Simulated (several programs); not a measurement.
Bi₂Te₃ (tetradymite), relaxed with r2SCAN+rVV10 in Ansatz, was computed with several methods. It is trigonal, R-3m (No. 166); conventional cell a = 4.391 Å, c = 31.361 Å, 34.92 Å³ an atom. Bi is surrounded by 6 Te at 3.06–3.25 Å; Te is surrounded by 3 Bi at 3.06 Å; Te is surrounded by 6 Bi at 3.25 Å. Spin-unpolarised throughout.

```yaml
crystal:
  lattice:
    - [2.19573, 1.26770, 10.45354]
    - [-2.19573, 1.26770, 10.45354]
    - [0.00000, -2.53541, 10.45354]
  atoms:
    - { symbol: Bi, position: [0.39836, 0.39836, 0.39836] }
    - { symbol: Bi, position: [0.60164, 0.60164, 0.60164] }
    - { symbol: Te, position: [0.21359, 0.21359, 0.21359] }
    - { symbol: Te, position: [0.78641, 0.78641, 0.78641] }
    - { symbol: Te, position: [0.00000, 0.00000, 0.00000] }
```

Gaps and times are for a single point on this cell; volume and bulk modulus come from each method's own relaxation or energy curve at fixed shape, which is too stiff where a cell has free coordinates or axes. Times are rough, from shared hosts (AMD EPYC 7R13 Processor; Arm Neoverse V2), and each method has its own mesh and cell size. A double dagger marks a value from a curve with shape and coordinates held. A star marks a curve whose lowest point is an end point. Gaps from k meshes are read at a limited set of points (mesh, symmetry points, PBE's band edges), so each method's own least gap may be somewhat smaller. Minimal bases can be far off for gaps. Times of the plane-wave ladder aren't listed, since it ran on unlike processors and cards. Curves at held shape can't give the bulk modulus of a layered or molecular crystal, so none is listed. d marks a direct gap, i an indirect one (no mark: not told apart), a dash a value that wasn't computed or didn't pass its checks.

```tsv
method	kind	gap (eV)	own volume (Å³/atom)	bulk modulus (GPa)	atoms computed	processor time
PBE-D3(BJ)	semilocal	–	33.65	–	5	–
r2SCAN+rVV10	semilocal	–	34.92	–	5	–
PBE-D4	semilocal	–	33.60	–	5	–
light PBE (260 eV and a coarse mesh)	light plane-wave	0.46 d	–	–	5	3.2 s
PBE	semilocal	0.44 d	–	–	5	–
LDA	semilocal	0.35 d	–	–	5	–
PBE/SZV (CP2K)	small basis	0.35 d	39.01*‡	–	5	54 s
r2SCAN	semilocal	0.70 d	–	–	5	–
PBE/DZVP (CP2K)	small basis	0.42 d	36.46‡	–	5	91 s
PBE+SOC	semilocal	0.10 i	–	–	5	–
HSE06	hybrid	0.84 d	–	–	5	–
PBE0	hybrid	1.38 d	–	–	5	–
r2SCANh	hybrid	1.02 d	–	–	5	–
```

Question: How far from the measured values lie the methods that can be set against them?

Answer:
- Band gap, measured 0.17 eV: light PBE (260 eV and a coarse mesh) +0.29 eV, PBE +0.27 eV, LDA +0.18 eV, PBE/SZV (CP2K) +0.18 eV, r2SCAN +0.53 eV, PBE/DZVP (CP2K) +0.25 eV, PBE+SOC -0.07 eV, HSE06 +0.67 eV, PBE0 +1.21 eV, r2SCANh +0.85 eV.
- Volume, measured 33.88 Å³ an atom: PBE-D3(BJ) -0.7 %, r2SCAN+rVV10 +3.1 %, PBE-D4 -0.8 %.
The calculations are for a static lattice; samples hold vibrations, temperature and, in optical gaps, excitons. A measured value is shown where most reports agree with it, and only for the quantities listed. In such narrow-gap compounds of heavy elements the bands can be inverted, in the sample or in a calculation; the differences are of unsigned gaps, so agreement can be luck. Sources: 0.17 eV (experimental band gap; “Vacancy and Antisite-Induced Ferromagnetism in Liquid-Phase Exfoliated Bi₂Te₃”; Literature value; the paper's text quotes experimental gaps of 0.26-0.92 eV, inconsistent with this table entry; 2024; arxiv:2412.10539); 33.88 Å³ an atom (from the lattice constants; a = b, hexagonal setting; “Unexplored photoluminescence from bulk and mechanically exfoliated few layers of Bi₂Te₃”; 2018; arxiv:1806.02025).

Only the rows marked +SOC include spin-orbit coupling.
